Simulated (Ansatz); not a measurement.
# Ge under changes of volume

One of the cells (22.639 Å³/atom); the others are scaled copies at fixed shape and fractional positions:

```
Ge
1.0
     0.00000    2.82891    2.82891
     2.82891    0.00000    2.82891
     2.82891    2.82891    0.00000
Ge
2
Cartesian
  4.2434 4.2434 4.2434
  2.8289 2.8289 2.8289
```

| Item | Value |
| --- | --- |
| Program | Ansatz 0.2.0 |
| Functional | PBE |
| Potentials or basis | JTH PAW |
| Cutoff | 1080 eV (not typed: the program's choice for these potentials) |
| k mesh | 8 × 8 × 8 |
| Occupations | fermi-dirac, width 0.05 eV |
| Spin | no spin polarisation |

| volume (Å³/atom) | energy over the lowest point (meV/atom) | pressure (GPa) |
| --- | --- | --- |
| 21.281 | 68.28 | 9.2 |
| 21.733 | 45.25 | 7.2 |
| 22.186 | 27.67 | 5.4 |
| 22.639 | 14.84 | 3.8 |
| 23.092 | ? | ? |
| 23.545 | 1.34 | 1.1 |
| 23.997 | 0.00 | -0.1 |

Task: What does the run at 23.092 Å³/atom give?

Result: Energy over the lowest point 6.16 meV/atom; pressure 2.4 GPa.

Worked out: A Birch-Murnaghan fit of order 3 (a polynomial in V^(-2/3)) to the other rows has its minimum at 23.98 Å³/atom with B0 = V·E''(V) = 57 GPa and B' = 5.1. It gives 6.19 meV/atom at 23.092 Å³/atom, against the run's 6.16, and -dE/dV = 2.3 GPa, against 2.4.

Energies are extrapolated to zero smearing.
